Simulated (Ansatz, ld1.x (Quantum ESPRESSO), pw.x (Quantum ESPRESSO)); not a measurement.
**titanium (fcc): variants of one PAW potential in the solid**

ld1.x (Quantum ESPRESSO) 7.5 input, shortened:

```
&input
   title='Ti', zed=22., rel=1, dft='PBE', iswitch=3,
   config='[Ar] 3d2.5 4s1.5 4p0'
 /
 &inputp
   pseudotype=3, lpaw=.true., tm=.true., lloc=-1, rcloc=2.15,
   nlcc=.true., new_core_ps=.true.,
   which_augfun='PSQ', rmatch_augfun_nc=.true.
 /
6
3S  1  0   2.00   0.00  1.35  1.45  0.0
4S  2  0   1.50   0.00  1.35  1.45  0.0
3P  2  1   6.00   0.00  2.10  2.40  0.0
4P  3  1   0.00   0.00  2.10  2.40  0.0
3D  3  2   2.50   0.00  1.25  1.35  0.0
3D  3  2   0.00   1.80  1.25  1.35  0.0
 &test
   configts(1)='3s2 3p6 3d2.5 4s1.5 4p0'
 /
```

Crystal test: fcc Ti in pw.x 7.5, no spin, 14³ k-points, Fermi–Dirac smearing 0.01 Ry, cutoffs set for each file from its atomic test. The reference is all-electron LAPW (Ansatz 0.2.0) with the same functional, mesh and smearing; V0 and B0 come from Birch–Murnaghan fits to the pressures at five volumes. Errors are pseudo minus all-electron; Δ is the rms difference of the E(V) curves that follow from these fits, minima aligned, over ±6 % about the mean V0. Mesh and smearing are coarse, so the numbers serve the comparison and aren't converged zero-temperature values; the lattice is a test structure that the element need not adopt.

All-electron: a0 = 4.119 Å (V0 = 17.47 Å³/atom), B0 = 106.1 GPa.

Base: Atomic configuration tests: 1 of 7 tests not solved or not reliable.

1 further variants are left out: they gave no file fit for a test, a broken result, the same result as the base, or pressures whose basis-set error rivals the error shown.

| change | cutoffs (Ry) | pw.x | a0 (Å) | a0 error (%) | B0 error (%) | Δ (meV/atom) | mean pressure error (GPa) |
| --- | --- | --- | --- | --- | --- | --- | --- |
| base | 100/800 | converged | 4.126 | +0.19 | -0.0 | 2.2 | +0.59 |
| core [Ne] 3s2, valence charge 10; reference 3p6 3d2 4s1.75 4p0.25; waves now 4s (bound): rcut 2.75, rcutus 3.00 bohr; 4s channel at 3.4 Ry: rcut 2.75, rcutus 3.00 bohr; 3p (bound): rcut 1.50, rcutus 1.65 bohr; 4p (bound): rcut 1.50, rcutus 1.65 bohr; 3d (bound): rcut 2.10, rcutus 2.75 bohr; 3d channel at 1.8 Ry: rcut 2.10, rcutus 2.75 bohr; local potential all-electron potential smoothed inside 2.45 bohr (lloc = -1); core correction Bessel-smoothed model core inside 1.30 bohr | 60/480 | converged | 4.111 | -0.20 | +0.1 | 2.4 | -0.61 |
| reference 3s2 3p6 3d2 4s1 4p1 | 100/800 | converged | 4.130 | +0.28 | -0.2 | 3.4 | +0.91 |
| waves 3p (bound): rcut 1.76, rcutus 1.86 bohr; 4p (bound): rcut 1.76, rcutus 1.86 bohr | 100/800 | converged | 4.121 | +0.07 | +0.2 | 0.8 | +0.22 |

Problem. Give the row for: wave 3d channel at 1.8 Ry: rcut 1.25, rcutus 1.35 bohr becomes 3d channel at 4.43 Ry: rcut 1.25, rcutus 1.35 bohr.

Solution. pw.x: converged; mean pressure error (GPa): +0.63; a0 (Å): 4.127; a0 error (%): +0.19; B0 error (%): +0.3; Δ (meV/atom): 2.4.
